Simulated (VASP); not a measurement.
# HgSe (F-43m) in VASP: settings compared, part 2 of 2

VASP 6.6.1.

### 4 Relaxation of cell and atoms, r2SCAN

File INCAR:

```
PREC = Accurate
ENCUT = 600
EDIFF = 1E-6
ISMEAR = 0
SIGMA = 0.03
LREAL = F
LASPH = T
NELM = 80
ALGO = Normal
ISIF = 3
LWAVE = F
LCHARG = F
METAGGA = R2SCAN
LMIXTAU = T
IBRION = 2
NSW = 90
EDIFFG = -0.01
```

File KPOINTS:

```
Automatic mesh
0
Gamma
  10 10 10
```

File POSCAR:

```
HgSe
1.0
    0.0000000000      3.0390000000      3.0390000000
    3.0390000000      0.0000000000      3.0390000000
    3.0390000000      3.0390000000      0.0000000000
Hg Se
1 1
Direct
    0.0000000000      0.0000000000      0.0000000000
    0.2500000000      0.2500000000      0.2500000000
```

Potentials or basis: VASP PAW PBE potentials, release 64 (Hg, Se).

Run with:

```
$ cat potpaw_PBE.64/Hg/POTCAR potpaw_PBE.64/Se/POTCAR > POTCAR
$ mpirun -np 1 vasp_std > vasp.out
```

OUTCAR:

```text
PREC = Accurate
   ENCUT = 600
   EDIFF = 1E-6
   ISMEAR = 0
   LREAL = F
   LASPH = T
   NELM = 80
   ISIF = 3
   METAGGA = R2SCAN
   IBRION = 2
   NSW = 90
   EDIFFG = -0.01

 ion  position               nearest neighbor table
   1  0.000  0.000  0.000-   2 2.63   2 2.63   2 2.63   2 2.63
   2  0.250  0.250  0.250-   1 2.63   1 2.63   1 2.63   1 2.63

  LATTYP: Found a face centered cubic cell.
 ALAT       =     6.0780000000

  Lattice vectors:

 A1 = (   0.0000000000,   3.0390000000,   3.0390000000)
 A2 = (   3.0390000000,   0.0000000000,   3.0390000000)
 A3 = (   3.0390000000,   3.0390000000,   0.0000000000)

Analysis of symmetry for initial positions (statically):
=====================================================================
 Subroutine PRICEL returns:
 Original cell was already a primitive cell.

 Routine SETGRP: Setting up the symmetry group for a
 face centered cubic supercell.

 Subroutine GETGRP returns: Found 24 space group operations
 (whereof 24 operations were pure point group operations)
 out of a pool of 48 trial point group operations.

The static configuration has the point symmetry T_d .

Analysis of symmetry for dynamics (positions and initial velocities):
=====================================================================
 Subroutine PRICEL returns:
 Original cell was already a primitive cell.

 Routine SETGRP: Setting up the symmetry group for a
 face centered cubic supercell.

 Subroutine GETGRP returns: Found 24 space group operations
 (whereof 24 operations were pure point group operations)
 out of a pool of 48 trial point group operations.

The dynamic configuration has the point symmetry T_d .

 Subroutine INISYM returns: Found 24 space group operations
 (whereof 24 operations are pure point group operations),
 and found     1 'primitive' translations

----------------------------------------------------------------------------------------

[... 138 lines left out ...]
  ext. energy  EPLUGINS =         0.00000000
  ---------------------------------------------------
  free energy    TOTEN  =       -64.11885386 eV

  energy without entropy =      -64.11880758  energy(sigma->0) =      -64.11883072

------------------------ aborting loop because EDIFF is reached ----------------------------------------

  FORCE on cell =-STRESS in cart. coord.  units (eV):
  Direction    XX          YY          ZZ          XY          YZ          ZX
  --------------------------------------------------------------------------------------
  -------------------------------------------------------------------------------------
  Total        1.1284601      1.1284601      1.1284601     -0.0000000      0.0000000     -0.0000000
  in kB       32.2088120     32.2088120     32.2088120     -0.0000000      0.0000000     -0.0000000
  external PRESSURE =      32.2088120 kB  Pullay stress =       0.0000000 kB
[... 59 lines left out ...]
--------------------------------------- Ionic step        3  -------------------------------------------

 number of electron      18.0000001 magnetization

 Free energy of the ion-electron system (eV)
  ---------------------------------------------------
  ext. energy  EPLUGINS =         0.00000000
  ---------------------------------------------------
  free energy    TOTEN  =       -64.14958895 eV

  energy without entropy =      -64.14954267  energy(sigma->0) =      -64.14956581

 E-fermi :   0.9606     XC(G=0):  -9.3852

 val. band max:        0.9514812384   @ k =   0.0000   0.0000   0.0000
 cond. band min:       1.5405845300   @ k =   0.1000   0.0000   0.0000
 fundamental gap:      0.5891032916
 Fermi energy:         0.9606182164

 k-point     1 :       0.0000    0.0000    0.0000
  band No.  band energies     occupation
      1     -12.6178      2.00000
      2      -6.1515      2.00000
      3      -6.1515      2.00000
      4      -6.1515      2.00000
      5      -5.4512      2.00000
      6      -5.4512      2.00000
      7       0.2438      2.00000
      8       0.9515      1.33334
      9       0.9515      1.33334
     10       0.9515      1.33333
     11       6.9527      0.00000
     12       6.9527      0.00000
     13       6.9527      0.00000
[... 354 lines left out ...]
  band No.  band energies     occupation
      1     -12.1572      2.00000
      2      -5.9728      2.00000
      3      -5.8101      2.00000
      4      -5.7802      2.00000
      5      -5.3883      2.00000
      6      -5.3753      2.00000
      7      -3.2037      2.00000
      8      -0.8988      2.00000
      9      -0.7445      2.00000
     10       3.8956      0.00000
     11       4.8370      0.00000
     12       8.6547      0.00000
     13       9.6294      0.00000

 [... further k-points ...]

------------------------ aborting loop because EDIFF is reached ----------------------------------------

  FORCE on cell =-STRESS in cart. coord.  units (eV):
  Direction    XX          YY          ZZ          XY          YZ          ZX
  --------------------------------------------------------------------------------------
  -------------------------------------------------------------------------------------
  Total        0.0023692      0.0023692      0.0023692      0.0000000      0.0000000      0.0000000
  in kB        0.0639483      0.0639483      0.0639483      0.0000000      0.0000000      0.0000000
  external PRESSURE =       0.0639483 kB  Pullay stress =       0.0000000 kB
[... 17 lines left out ...]
  FREE ENERGIE OF THE ION-ELECTRON SYSTEM (eV)
  ---------------------------------------------------
  free  energy   TOTEN  =       -64.1495889464 eV

  energy  without entropy=      -64.1495426664  energy(sigma->0) =      -64.14956581

 reached required accuracy - stopping structural energy minimisation
```

Wall time 6.6 min (1 thread of AMD EPYC 9R45 (Zen 5), shared host); peak memory 0.22 GiB.

Results:

```yaml
Free_energy: -64.1496 eV
Relaxed_volume: 29.68 Å³/atom
Relaxed_cell: a = 4.379 Å, b = 4.379 Å, c = 4.379 Å, α = 60.00°, β = 60.00°, γ = 60.00°
Space_group_after_relaxing_to_0.05_Å: F-43m (No. 216)
Energy_gained_by_relaxing: 15.4 meV/atom
Ionic_steps: 3
Pressure_after_relaxing: 0.0 GPa
Band_gap_on_the_k_mesh: none (metal or under the smearing width)
```

The path:
```csv
step,energy change (eV),largest force (eV/Å),pressure (GPa),volume (Å³)
1,0.0000,0.0000,3.22,56.13
2,-0.0252,0.0000,-1.16,60.84
3,-0.0307,0.0000,0.01,59.36
```

Final structure:
```xyz
2
Lattice="0.0000 3.0961 3.0961 3.0961 0.0000 3.0961 3.0961 3.0961 0.0000" Properties=species:S:1:pos:R:3 pbc="T T T"
Hg    0.0000    0.0000    0.0000
Se    1.5481    1.5481    1.5481
```

Levels at points of the mesh, in eV from the Fermi level:
```tsv
k point	band 5	band 6	band 7	band 8	band 9	band 10	band 11	band 12	band 13
(0.00, 0.00, 0.00)	-6.41	-6.41	-0.72	-0.01	-0.01	-0.01	5.99	5.99	5.99
(0.50, 0.00, 0.00)	-6.37	-6.12	-5.26	-0.91	-0.91	1.38	6.70	6.70	7.24
(0.50, 0.50, 0.00)	-6.31	-6.07	-4.93	-2.15	-2.15	2.96	3.41	8.76	10.21
```

Caveat: the PAW data sets were made with another functional, which shifts forces and pressure a little.
